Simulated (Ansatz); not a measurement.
## PbS (Fm-3m): G0W0 against its settings

A 2-atom cell of PbS started from a crystallographic database, relaxed with r2SCAN+rVV10; one-shot G0W0 in Ansatz without spin-orbit coupling. Spin-unpolarised throughout; all numbers are computed.

```yaml
crystal:
  lattice:
    - [0.00000, 2.97057, 2.97057]
    - [2.97057, 0.00000, 2.97057]
    - [2.97057, 2.97057, 0.00000]
  atoms:
    - { symbol: Pb, position: [0.00000, 0.00000, 0.00000] }
    - { symbol: S, position: [0.50000, 0.50000, 0.50000] }
```

Gaps are read over the mesh points alone. G0W0 here is at a finite number of bands, screening cutoff and k mesh, not at the basis limit.
```tsv
start	potentials	frequency model	mesh	empty bands	screening cutoff (eV)	Kohn-Sham gap (eV)	G0W0 gap (eV)	rough cost
PBE	PAW	contour deformation	4×4×4	85	80	0.37	0.41	15 core-seconds
PBE	PAW	contour deformation	4×4×4	197	140	0.37	0.51	60 core-seconds
PBE	PAW	contour deformation	4×4×4	362	210	0.37	0.61	3 core-minutes
HSE06	PAW	contour deformation	4×4×4	197	140	0.81	0.77	3 core-minutes
r2SCAN	PAW	contour deformation	4×4×4	197	140	0.63	0.69	70 core-seconds
PBE	PAW	Godby-Needs pole	4×4×4	197	140	0.37	0.45	60 core-seconds
PBE	PAW	contour deformation	6×6×6	85	80	0.38	0.46	90 core-seconds
PBE	norm-conserving	contour deformation	4×4×4	197	140	0.38	0.51	100 core-seconds
```

G0W0 moves the gap on the mesh from 0.37 eV (PBE) to 0.61 eV (direct at L). Renormalisation factors Z lie between 0.63 and 0.74.

Raising bands and cutoff together moves the gap by +0.10 eV (80 to 140 eV), then +0.10 eV (140 to 210 eV); the last step is still large, so the basis limit isn't reached. Starting from HSE06 (0.81 eV against PBE's 0.37 eV) gives 0.77 eV, +0.26 eV from G0W0@PBE at the same screening cutoff. Starting from r2SCAN (0.63 eV against PBE's 0.37 eV) gives 0.69 eV, +0.18 eV from G0W0@PBE at the same screening cutoff. The Godby-Needs plasmon pole differs from contour deformation by -0.06 eV. A 6×6×6 mesh in place of 4×4×4 changes the opening over PBE by +0.05 eV (the gap on the mesh by +0.05 eV). Norm-conserving potentials (wave cutoff 850 eV against 420 eV) shift the quasiparticle gap by 0.00 eV and the PBE gap by +0.01 eV. On these meshes the dielectric constant comes out too large, which adds an error that these runs don't bound. r2SCAN runs take a wave cutoff of 500 eV.
